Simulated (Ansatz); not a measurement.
# SrCl2 (CdI2-type structure)

Level of theory: DFT, PBEsol, scalar-relativistic, no spin polarisation; plane waves to 420 eV with PAW datasets (Ansatz 0.2.0), 8×8×6 k-mesh, Gaussian smearing of 0.05 eV; PAW files: Ansatz's generated set soft_2.

```yaml
crystal:
  lattice:
    - [4.38041, 0.00000, 0.00000]
    - [-2.19020, 3.79355, 0.00000]
    - [0.00000, 0.00000, 6.07847]
  atoms:
    - { symbol: Sr, position: [0.00000, 0.00000, 0.00000] }
    - { symbol: Cl, position: [0.33333, 0.66667, 0.22716] }
    - { symbol: Cl, position: [0.66667, 0.33333, 0.77284] }
```

This is a trial structure; measured cells of the compound in the Crystallography Open Database are in space group Fm-3m.

The cell above was scaled in volume, and shape and atoms were relaxed at each volume within its symmetry. Energies are counted from the cell above.

| V (Å³/atom) | ΔE (meV/atom) | P (GPa) | gap on the mesh (eV) |
| --- | --- | --- | --- |
| 32.32 | 0.6 | 0.22 | 5.21 |
| 33.00 | 0.1 | 0.12 | 5.24 |
| 33.67 | 0.0 | -0.01 | 5.26 |
| 34.34 | 0.1 | -0.11 | 5.28 |
| 35.02 | 0.3 | -0.12 | 5.32 |

Question: Can a bulk modulus be trusted from these points?

Answer: No. The energies are smooth (scatter 0.01 meV/atom), but the fit's B0′ of 23.9 is out of the usual range: the curve is too flat or too lopsided over this range, as for soft or weakly bound crystals, and a third-order form can't fix it.

Kohn–Sham gaps of semilocal functionals lie under measured ones, often by a third or more. The structure is built of weakly bound layers, and this functional has no dispersion term, so their spacing and all that hangs on it (volume, the soft elastic constants, low modes, dielectric constants) are poorly given.
